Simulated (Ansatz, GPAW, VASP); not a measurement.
**BAs: programs and potentials compared**

```xyz
2
Lattice="0.0000 2.3885 2.3885 2.3885 0.0000 2.3885 2.3885 2.3885 0.0000" Properties=species:S:1:pos:R:3 pbc="T T T"
As    3.5827    3.5827    3.5827
B     0.0000    0.0000    0.0000
```

Alike in all runs: task single point; functional PBE; k mesh 10 × 10 × 10; occupations gaussian, width 0.014 eV; no spin polarisation; no spin-orbit coupling. Pressure is positive in compression and, in plane waves, holds the error of the finite cutoff.

```json
{"program and potentials": "Ansatz, all-electron LAPW, scalar-relativistic", "plane-wave cutoff (eV)": "-", "notes": "-", "band gap (eV)": "1.19", "pressure (GPa)": "2.73"}
{"program and potentials": "VASP, PBE PAW files As, B, 520 eV", "plane-wave cutoff (eV)": "520", "notes": "-", "band gap (eV)": "1.18", "pressure (GPa)": "3.42"}
{"program and potentials": "GPAW, GPAW PAW data sets (gpaw-data 1.2.1)", "plane-wave cutoff (eV)": "800", "notes": "-", "band gap (eV)": "1.18", "pressure (GPa)": "3.28"}
```

The band gap spans 1.18 (VASP, PBE PAW files As, B, 520 eV) to 1.19 eV (Ansatz, all-electron LAPW, scalar-relativistic), with all-electron results at 1.19. The pressure spans 2.73 (Ansatz, all-electron LAPW, scalar-relativistic) to 3.42 GPa (VASP, PBE PAW files As, B, 520 eV), with all-electron results at 2.73. Spin-orbit coupling, left out here, moves the band edges of heavy atoms. The gap is indirect and read on the mesh alone.

The functional is the same throughout but for its coding, so the spread measures potentials, basis and numerics; runs on potential files found faulty are left out.

The band gap of BAs is practically independent of how the core is treated. Both band edges derive from the B–As sp bonding and antibonding states, which all three potentials describe almost equally well. The gap is nevertheless clearly below the measured one, as expected of Kohn–Sham gaps from a semilocal functional, which lacks the derivative discontinuity. Agreement between programs therefore confirms the PBE value, not the true gap.

All three pressures are positive, so the cell is smaller than the PBE equilibrium volume. This fits the functional's usual slight underbinding, as the lattice constant used is close to experiment. The pressure separates the programs more clearly than the gap because it follows the volume derivative of the total energy. An incomplete plane-wave basis normally lowers the calculated pressure, yet both plane-wave results lie above the all-electron value of 2.73 GPa. The cutoff is thus unlikely to explain the offset, which probably stems from the PAW data sets or from the numerics of the LAPW run.
